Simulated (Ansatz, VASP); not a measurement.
One calculation of Pd, two programs

Contents of INCAR:

```
SYSTEM = Pd
  ALGO = Normal
  EDIFF = 1E-6
  ENCUT = 520
  GGA = PE
  ISIF = 2
  ISMEAR = 0
  LASPH = .True.
  LCHARG = .True.
  LELF = .True.
  LREAL = .False.
  LVHAR = .True.
  LWAVE = .False.
  NBANDS = 11
  NELM = 80
  PREC = Accurate
  SIGMA = 0.016
```

File KPOINTS:

```
k-points
0
Gamma
  12 12 12
  0 0 0
```

POSCAR

```
Pd
1.0
    0.0000000000      1.9465000000      1.9465000000
    1.9465000000      0.0000000000      1.9465000000
    1.9465000000      1.9465000000      0.0000000000
Pd
1
Direct
    0.0000000000      0.0000000000      0.0000000000
```

input.yaml

```yaml
crystal:
  lattice:
    - [0.0, 1.9465, 1.9465]
    - [1.9465, 0.0, 1.9465]
    - [1.9465, 1.9465, 0.0]
  atoms:
    - { symbol: Pd, position: [0.0, 0.0, 0.0] }
kpoints:
  mp_grid: { grid: [12, 12, 12] }
scf:
  occupations: { method: gaussian, width: 0.016 }
hamiltonian:
  xc: pbe
  pseudopotentials: { kind: all_electron, lapw: { basis_error: 0.001 } }
output:
  forces: true
  stress: true
  eigenvalues: true
```

Alike in both runs: task single point; functional PBE; k mesh 12 × 12 × 12; occupations gaussian, width 0.016 eV; no spin polarisation.

|  | VASP | Ansatz |
| --- | --- | --- |
| version | VASP 6.6.1 | Ansatz 0.2.0 |
| potentials or method | VASP PAW PBE potentials, release 64 (Pd) | all-electron LAPW, scalar-relativistic |
| plane-wave cutoff (eV) | 520 | see its input |

|  | VASP | Ansatz | Ansatz less VASP |
| --- | --- | --- | --- |
| gap on the k mesh at the Fermi level (eV) | none | none | - |
| pressure (GPa) | 6.6 | 6.8 | +0.21 |

A gap of «none» marks a metal or a gap that the smearing closes. Ansatz ran all-electron here, so the differences hold the error of VASP's frozen core and of both bases.
